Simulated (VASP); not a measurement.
The system is Ga2O3.

```
Ga O
1.0
     2.87694    0.00000    4.47767
    -1.43847    2.49150    4.47767
    -1.43847   -2.49150    4.47767
Ga O
4 6
Direct
  0.35540 0.35540 0.35540
  0.14460 0.14460 0.14460
  0.64460 0.64460 0.64460
  0.85540 0.85540 0.85540
  0.55490 0.94510 0.25000
  0.94510 0.25000 0.55490
  0.25000 0.55490 0.94510
  0.44510 0.05490 0.75000
  0.05490 0.75000 0.44510
  0.75000 0.44510 0.05490
```

The cell was built by a generator and needn't be a form met in nature.

Base run:

```yaml
Program: VASP 6.6.1
Functional: r2SCAN
Potentials_or_basis: VASP PAW PBE potentials, release 64 (Ga_d, O)
Cutoff: 520 eV
k_mesh: 4 × 4 × 4
Occupations: fermi-dirac, width 0.05 eV
Spin: no spin polarisation
```

Its results: band gap on the k mesh 3.60 eV, indirect (least direct gap 3.82 eV).

Problem. After a change of settings the same cell gave: band gap on the k mesh 5.01 eV, indirect (least direct gap 5.21 eV). Which change was it?
A. functional from r2SCAN to PBE; further incar settings from ALGO = Normal; EDIFF = 1e-07 to ALGO = Fast; EDIFF = 1e-07
B. functional from r2SCAN to SCAN
C. functional from r2SCAN to PBEsol; further incar settings from ALGO = Normal; EDIFF = 1e-07 to ALGO = Fast; EDIFF = 1e-07
D. functional from r2SCAN to TB-mBJ

Solution. D.
